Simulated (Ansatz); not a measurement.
# hcp against bcc along the 3d metals

All numbers below come from DFT, BLYP, plane waves (420 eV) with PAW, scalar-relativistic (Ansatz). (PAW data from PBE, frozen cores regenerated.)

Each structure is relaxed within its symmetry, in the lowest magnetic state of the tried starts. Differences under about 8 meV lie within the error of the k-point mesh.

Real chromium orders in an incommensurate spin-density wave, which this two-atom cell only mimics.

```csv
element,E(hcp) − E(bcc) (meV/atom),V(hcp) (Å³/atom),V(bcc) (Å³/atom),state of hcp,state of bcc
Sc,-108,25.08,25.24,spin not included,spin not included
Ti,-108,17.80,17.70,non-magnetic,spin not included
V,228,14.29,13.86,spin not included,spin not included
Cr,393,12.32,12.22,non-magnetic,antiferromagnetic
Fe,117,10.63,11.88,spin not included,ferromagnetic
Co,-85,11.34,11.62,ferromagnetic,ferromagnetic
Ni,-61,11.48,11.55,ferromagnetic,ferromagnetic
Cu,-25,12.73,12.76,spin not included,spin not included
```
